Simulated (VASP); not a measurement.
# MoS2 (R3m) in VASP: further runs

One crystal, MoS2, is run at these levels: r2SCAN; tasks: single point.

Program: VASP 6.6.1. These are calculated values, not measurements. Logs are shortened: lines on timing, memory, paths and dates and some standing lists are left out, and cuts for length are marked.

## 1. The crystal as given

Symmetry: R3m, No. 160, trigonal system. Conventional cell: a = 3.160 Å, b = 3.160 Å, c = 18.450 Å, α = 90.00°, β = 90.00°, γ = 120.00°. Mo (site symmetry 3m) has 6 S at 2.39 Å as nearest neighbours. Around S (site symmetry 3m) lie 3 Mo at 2.39 Å. Around S (site symmetry 3m) lie 3 Mo at 2.39 Å.

Measurements of this composition are mostly on another form, of space group No. 194.

## 2. Single point, r2SCAN

POSCAR reads:

```
MoS2
1.0
    1.5800000000      0.9122134300      6.1500000000
   -1.5800000000      0.9122134300      6.1500000000
    0.0000000000     -1.8244268500      6.1500000000
Mo S
1 2
Direct
    0.0000000000      0.0000000000      0.0000000000
    0.2499999995      0.2499999995      0.2500000009
    0.4169999992      0.4169999992      0.4170000015
```

INCAR.step1 reads:

```
SYSTEM = MoS2
PREC = Accurate
ENCUT = 520
ISMEAR = 1
SIGMA = 0.147
LREAL = .FALSE.
LASPH = .TRUE.
NELM = 100
NBANDS = 20
GGA = PE
ALGO = Normal
EDIFF = 1E-4
LWAVE = .TRUE.
LCHARG = .FALSE.
```

INCAR.step2 reads:

```
SYSTEM = MoS2
PREC = Accurate
ENCUT = 520
EDIFF = 1E-6
ISMEAR = 1
SIGMA = 0.147
LREAL = .FALSE.
LASPH = .TRUE.
NELM = 100
ALGO = Normal
ISIF = 2
LWAVE = .FALSE.
LCHARG = .FALSE.
METAGGA = R2SCAN
LMIXTAU = .TRUE.
NBANDS = 20
ISTART = 1
```

KPOINTS reads:

```
regular mesh
0
G
  9 9 9
  0 0 0
```

Potentials or basis: VASP PAW PBE potentials, release 64 (Mo_sv, S).

Started as:

```bash
> cat potpaw_PBE.64/Mo_sv/POTCAR potpaw_PBE.64/S/POTCAR > POTCAR
> cp INCAR.step1 INCAR
> mpirun -np 1 vasp_std > vasp.out
> cp INCAR.step2 INCAR
> mpirun -np 1 vasp_std > vasp.out
```

OUTCAR:

```text
SYSTEM = MoS2
   PREC = Accurate
   ENCUT = 520
   EDIFF = 1E-6
   ISMEAR = 1
   LREAL = .FALSE.
   LASPH = .TRUE.
   NELM = 100
   ISIF = 2
   METAGGA = R2SCAN
   ISTART = 1

 ion  position               nearest neighbor table
   1  0.000  0.000  0.000-   2 2.39   2 2.39   2 2.39   3 2.39   3 2.39   3 2.39
   2  0.250  0.250  0.250-   1 2.39   1 2.39   1 2.39
   3  0.417  0.417  0.417-   1 2.39   1 2.39   1 2.39

  LATTYP: Found a trigonal (rhomboedric) cell.
 ALAT       =     6.4149071187
 COS(alpha) =     0.8786713332

  Lattice vectors:

 A1 = (   1.5800000000,   0.9122134300,   6.1500000000)
 A2 = (  -1.5800000000,   0.9122134300,   6.1500000000)
 A3 = (   0.0000000000,  -1.8244268500,   6.1500000000)

Analysis of symmetry for initial positions (statically):
=====================================================================
 Subroutine PRICEL returns:
 Original cell was already a primitive cell.

 Routine SETGRP: Setting up the symmetry group for a
 trigonal (rhombohedral) supercell.

 Subroutine GETGRP returns: Found  6 space group operations
 (whereof  6 operations were pure point group operations)
 out of a pool of 12 trial point group operations.

The static configuration has the point symmetry C_3v.

Analysis of symmetry for dynamics (positions and initial velocities):
=====================================================================
 Subroutine PRICEL returns:
 Original cell was already a primitive cell.

 Routine SETGRP: Setting up the symmetry group for a
 trigonal (rhombohedral) supercell.

 Subroutine GETGRP returns: Found  6 space group operations
 (whereof  6 operations were pure point group operations)
 out of a pool of 12 trial point group operations.

The dynamic configuration has the point symmetry C_3v.

 Subroutine INISYM returns: Found  6 space group operations
 (whereof  6 operations are pure point group operations),
 and found     1 'primitive' translations

----------------------------------------------------------------------------------------

                                     Primitive cell

  volume of cell :      53.1839

  direct lattice vectors                    reciprocal lattice vectors
     1.580000000  0.912213430  6.150000000     0.316455696  0.182705781  0.054200542
    -1.580000000  0.912213430  6.150000000    -0.316455696  0.182705781  0.054200542
     0.000000000 -1.824426850  6.150000000     0.000000000 -0.365411562  0.054200542

  length of vectors
     6.414907119  6.414907119  6.414907118     0.369409405  0.369409405  0.369409405

  position of ions in fractional coordinates (direct lattice)
     0.000000000  0.000000000  0.000000000
     0.249999999  0.249999999  0.250000001
     0.416999999  0.416999999  0.417000001

  ion indices of the primitive-cell ions
   primitive index   ion index
                 1           1
                 2           2
                 3           3

----------------------------------------------------------------------------------------

 KPOINTS: regular mesh

Automatic generation of k-mesh.
 Grid dimensions read from file:
 generate k-points for:    9    9    9

 Generating k-lattice:

  Cartesian coordinates                     Fractional coordinates (reciprocal lattice)
     0.035161744  0.020300642  0.006022282     0.111111111  0.000000000  0.000000000
    -0.035161744  0.020300642  0.006022282     0.000000000  0.111111111  0.000000000
     0.000000000 -0.040601285  0.006022282     0.000000000  0.000000000  0.111111111

  Length of vectors
     0.041045489  0.041045489  0.041045489

  Shift w.r.t. Gamma in fractional coordinates (k-lattice)
     0.000000000  0.000000000  0.000000000

 Subroutine IBZKPT returns following result:
 ===========================================

 Found     85 irreducible k-points:

 Following reciprocal coordinates:
            Coordinates               Weight
  0.000000  0.000000  0.000000      1.000000
  0.111111  0.000000  0.000000      6.000000
  0.222222  0.000000  0.000000      6.000000
  0.333333  0.000000 -0.000000      6.000000
  0.444444  0.000000  0.000000      6.000000
  0.111111  0.111111  0.000000      6.000000
[... 16 lines left out ...]
 -0.333333  0.333333  0.000000      6.000000
  0.444444  0.444444  0.000000      6.000000
 [... further k-points ...]
   k-points           NKPTS =     85   k-points in BZ     NKDIM =     85   number of bands    NBANDS=     20
   number of dos      NEDOS =    301   number of ions     NIONS =      3
   total plane-waves  NPLWV = 110592
   dimension x,y,z NGX =    48 NGY =   48 NGZ =   48
   dimension x,y,z NGXF=    96 NGYF=   96 NGZF=   96
   ions per type =               1   2
   NGX,Y,Z   is equivalent  to a cutoff of  12.44, 12.44, 12.44 a.u.
   NGXF,Y,Z  is equivalent  to a cutoff of  24.88, 24.88, 24.88 a.u.
 SYSTEM =  MoS2
   PREC   = accura    normal or accurate (medium, high low for compatibility)
   ISTART =      1    job   : 0-new  1-cont  2-samecut
   ICHARG =      0    charge: 1-file 2-atom 10-const
   ISPIN  =      1    spin polarized calculation?
   LNONCOLLINEAR =      F non collinear calculations
   LSORBIT =      F    spin-orbit coupling
   LASPH  =      T    aspherical Exc in radial PAW
   ENCUT  =  520.0 eV  38.22 Ry    6.18 a.u.  11.93 11.93 11.93*2*pi/ulx,y,z
   NELM   =    100;   NELMIN=  2; NELMDL=  0     # of ELM steps
   EDIFF  = 0.1E-05   stopping-criterion for ELM
   LREAL  =      F    real-space projection
   EDIFFG = 0.1E-04   stopping-criterion for IOM
   NSW    =      0    number of steps for IOM
   IBRION =     -1    ionic relax: 0-MD 1-quasi-New 2-CG
   NFREE  =      0    steps in history (QN), initial steepest desc. (CG)
   ISIF   =      2    stress and relaxation
   ISYM   =      2    0-nonsym 1-usesym 2-fastsym
   POTIM  = 0.5000    time-step for ionic-motion
   TEBEG  =    0.0;   TEEND  =   0.0 temperature during run
   PSTRESS=    0.0 pullay stress
   NELECT =      26.0000    total number of electrons
   NUPDOWN=      -1.0000    fix difference up-down
   EMIN   =  10.00;   EMAX   =-10.00  energy-range for DOS
   EFERMI =   0.00;   METHOD = LEGACY
   ISMEAR =     1;   SIGMA  =   0.15  broadening in eV -4-tet -1-fermi 0-gaus
   EFERMI_NEDOS =   21; number of points for ismear=-14 and -15
   IALGO  =     38    algorithm
   IMIX   =      4    mixing-type and parameters
     AMIX     =   0.40;   BMIX     =  1.00
     AMIX_MAG =   1.60;   BMIX_MAG =  1.00
  volume/ion in A,a.u.               =      17.73       119.63
  Fermi-wavevector in a.u.,A,eV,Ry     =   1.289652  2.437089 22.629252  1.663203
  Thomas-Fermi vector in A             =   2.421532
   LORBIT       =      0    0 simple, 1 ext, 2 COOP (PROOUT), +10 PAW based schemes
   METAGGA = R2SCAN    functional components
   LHFCALC =     F    Hartree Fock is set to
   AEXX    =    0.0000 exact exchange contribution
   IVDW    =     0    specifies the selected vdW correction
   LEPSILON=     F    determine dielectric tensor
   LRPA    =     F    only Hartree local field effects (RPA)
 non-spin polarized calculation
 Methfessel and Paxton  Order N= 1 SIGMA  =   0.15
  energy-cutoff  :      520.00
  volume of cell :       53.18
 maximum number of plane-waves:      1448
   NGX = 23   NGY = 23   NGZ = 23

 number of electron      25.9999998 magnetization

 Free energy of the ion-electron system (eV)
  ---------------------------------------------------
  ext. energy  EPLUGINS =         0.00000000
  ---------------------------------------------------
  free energy    TOTEN  =       -45.01159172 eV

  energy without entropy =      -45.01163805  energy(sigma->0) =      -45.01160716

 E-fermi :   7.6532     XC(G=0): -11.5168

 val. band max:        7.5433979402   @ k =   0.4444   0.4444   0.4444
 cond. band min:       8.5653687882   @ k =  -0.2222   0.4444   0.1111
 fundamental gap:      1.0219708480
 Fermi energy:         7.6531502945

 k-point     1 :       0.0000    0.0000    0.0000
  band No.  band energies     occupation
      1     -55.9929      2.00000
      2     -29.4315      2.00000
      3     -29.1937      2.00000
      4     -29.1937      2.00000
      5      -8.2873      2.00000
      6      -6.4866      2.00000
[... 12 lines left out ...]
     19      16.3760      0.00000
     20      16.6206      0.00000

 k-point     2 :       0.1111    0.0000    0.0000
  band No.  band energies     occupation
      1     -55.9875      2.00000
      2     -29.4209      2.00000
      3     -29.2461      2.00000
      4     -29.2055      2.00000
      5      -8.0882      2.00000
      6      -6.4291      2.00000
[... 12 lines left out ...]
     19      16.6536      0.00000
     20      17.1097      0.00000

 k-point     3 :       0.2222    0.0000    0.0000
  band No.  band energies     occupation
      1     -55.9739      2.00000
      2     -29.3939      2.00000
      3     -29.3769      2.00000
      4     -29.2352      2.00000
      5      -7.5457      2.00000
      6      -6.2727      2.00000
[... 12 lines left out ...]
     19      16.5788      0.00000
     20      17.2271      0.00000

 k-point     4 :       0.3333    0.0000   -0.0000
  band No.  band energies     occupation
      1     -55.9583      2.00000
      2     -29.5227      2.00000
      3     -29.3630      2.00000
      4     -29.2689      2.00000
      5      -6.8337      2.00000
      6      -6.0730      2.00000
[... 12 lines left out ...]
     19      15.4822      0.00000
     20      15.8872      0.00000

 k-point     5 :       0.4444    0.0000    0.0000
  band No.  band energies     occupation
      1     -55.9481      2.00000
      2     -29.6162      2.00000
      3     -29.3427      2.00000
      4     -29.2907      2.00000
      5      -6.2788      2.00000
      6      -5.9306      2.00000
[... 12 lines left out ...]
     19      14.8907      0.00000
     20      15.5637      0.00000
[... 353 lines left out ...]
      6      -6.0303      2.00000
[... 12 lines left out ...]
     19      15.5591      0.00000
     20      16.6929      0.00000

 k-point    22 :      -0.4444    0.3333   -0.0000
  band No.  band energies     occupation
      1     -55.9436      2.00000
      2     -29.5647      2.00000
      3     -29.3963      2.00000
      4     -29.3339      2.00000
      5      -5.9922      2.00000
      6      -5.8841      2.00000
[... 12 lines left out ...]
     19      15.5323      0.00000
     20      16.5793      0.00000

 k-point    23 :      -0.3333    0.3333    0.0000
  band No.  band energies     occupation
      1     -55.9409      2.00000
      2     -29.5230      2.00000
      3     -29.4698      2.00000
      4     -29.3285      2.00000
      5      -5.8565      2.00000
      6      -5.7994      2.00000
[... 12 lines left out ...]
     19      15.5074      0.00000
     20      17.1312      0.00000

 k-point    24 :       0.4444    0.4444    0.0000
  band No.  band energies     occupation
      1     -55.9481      2.00000
      2     -29.6162      2.00000
      3     -29.3427      2.00000
      4     -29.2907      2.00000
      5      -6.1982      2.00000
      6      -6.0260      2.00000
[... 12 lines left out ...]
     19      15.0838      0.00000
     20      16.1973      0.00000

 [... further k-points ...]
[... 5 lines left out ...]
  --------------------------------------------------------------------------------------
  -------------------------------------------------------------------------------------
  Total        1.3138935      1.3138935      1.5820243      0.0000000      0.0000000      0.0000000
  in kB       39.5813702     39.5813703     47.6588772      0.0000000      0.0000000      0.0000000
  external PRESSURE =      42.2738725 kB  Pullay stress =       0.0000000 kB

 VOLUME and BASIS-vectors are now :
 -----------------------------------------------------------------------------
  energy-cutoff  :      520.00
  volume of cell :       53.18
      direct lattice vectors                 reciprocal lattice vectors
     1.580000000  0.912213430  6.150000000     0.316455696  0.182705781  0.054200542
    -1.580000000  0.912213430  6.150000000    -0.316455696  0.182705781  0.054200542
     0.000000000 -1.824426850  6.150000000     0.000000000 -0.365411562  0.054200542

 POSITION                                       TOTAL-FORCE (eV/Angst)
 -----------------------------------------------------------------------------------
      0.00000      0.00000      0.00000         0.000000      0.000000      0.087258
      0.00000     -0.00000      4.61250         0.000000     -0.000000     -0.366722
      0.00000     -0.00000      7.69365         0.000000      0.000000      0.279464
 -----------------------------------------------------------------------------------
    total drift:                               -0.000000      0.000003      0.000008

  FREE ENERGIE OF THE ION-ELECTRON SYSTEM (eV)
  ---------------------------------------------------
  free  energy   TOTEN  =       -45.0115917208 eV

  energy  without entropy=      -45.0116380478  energy(sigma->0) =      -45.01160716
```

It took 12 min on 1 thread of Intel Xeon Platinum 8259CL at 2.50GHz (Skylake/Cascade Lake), shared host; peak memory 0.4 GiB.

What came out:

```
Free energy            : -45.0116 eV
Pressure               : 4.2 GPa
Largest force          : 0.367 eV/Å
Band gap on the k mesh : 1.02 eV, indirect (least direct gap 1.83 eV)
```

Forces in eV/Å, atoms in the order of the input:
```
Mo   0.000  0.000  0.087
S    0.000  0.000 -0.367
S    0.000  0.000  0.279
```

Levels at points of the mesh, in eV from the valence-band top:
| k point | band 10 | band 11 | band 12 | band 13 | band 14 | band 15 | band 16 | band 17 |
| --- | --- | --- | --- | --- | --- | --- | --- | --- |
| (0.00, 0.00, 0.00) | -2.48 | -2.48 | -1.38 | -1.19 | 2.18 | 2.18 | 2.59 | 2.59 |

Caveat: the PAW data sets were made with another functional, which shifts forces and pressure a little; an odd mesh through Γ misses points on the zone boundary, where band edges often lie.

## 3. Single point, r2SCAN

POSCAR is that of step 2.

INCAR.step1 reads:

```
PREC     = Accurate       # precision mode
ENCUT    = 520            # plane-wave cutoff, eV
ISMEAR   = 1              # smearing method
SIGMA    = 0.05           # smearing width, eV
LREAL    = False          # projectors in reciprocal space
LASPH    = True           # aspherical terms in the spheres
NELM     = 100            # most SCF steps
NBANDS   = 20             # bands
GGA      = PE             # functional
ALGO     = Normal         # electronic algorithm
EDIFF    = 1E-4           # SCF threshold, eV
LWAVE    = True           # write WAVECAR
LCHARG   = False          # write CHGCAR
```

INCAR.step2 reads:

```
PREC     = Accurate       # precision mode
ENCUT    = 520            # plane-wave cutoff, eV
EDIFF    = 1E-6           # SCF threshold, eV
ISMEAR   = 1              # smearing method
SIGMA    = 0.05           # smearing width, eV
LREAL    = False          # projectors in reciprocal space
LASPH    = True           # aspherical terms in the spheres
NELM     = 100            # most SCF steps
ALGO     = Normal         # electronic algorithm
ISIF     = 2              # what is computed and relaxed
LWAVE    = False          # write WAVECAR
LCHARG   = False          # write CHGCAR
METAGGA  = R2SCAN         # meta-GGA
LMIXTAU  = True         
NBANDS   = 20             # bands
ISTART   = 1
```

KPOINTS reads:

```
regular mesh
0
Gamma
  9 9 9
```

Potentials or basis: VASP PAW PBE potentials, release 64 (Mo_sv, S).

Started as:

```bash
> cat potpaw_PBE.64/Mo_sv/POTCAR potpaw_PBE.64/S/POTCAR > POTCAR
> cp INCAR.step1 INCAR
> mpirun -np 1 vasp_std > vasp.out
> cp INCAR.step2 INCAR
> mpirun -np 1 vasp_std > vasp.out
```

Run time: 12 min. Hardware: 1 thread of Intel Xeon Platinum 8259CL at 2.50GHz (Skylake/Cascade Lake), shared host; peak memory 0.4 GiB.

It converged, with:

```
Free energy            : -45.0116 eV
Pressure               : 4.2 GPa
Largest force          : 0.367 eV/Å
Band gap on the k mesh : 1.02 eV, indirect (least direct gap 1.83 eV)
```

Forces in eV/Å, atoms in the order of the input:
```
Mo   0.000  0.000  0.087
S    0.000  0.000 -0.367
S    0.000  0.000  0.279
```

Stress tensor (GPa, compression positive):
```
3.96 0.00 0.00
0.00 3.96 0.00
0.00 0.00 4.77
```

Levels at points of the mesh, in eV from the valence-band top:
| k point | band 9 | band 10 | band 11 | band 12 | band 13 | band 14 | band 15 | band 16 | band 17 | band 18 |
| --- | --- | --- | --- | --- | --- | --- | --- | --- | --- | --- |
| (0.00, 0.00, 0.00) | -3.65 | -2.48 | -2.48 | -1.38 | -1.19 | 2.18 | 2.18 | 2.59 | 2.59 | 6.06 |

Caveat: the PAW data sets were made with another functional, which shifts forces and pressure a little; an odd mesh through Γ misses points on the zone boundary, where band edges often lie.
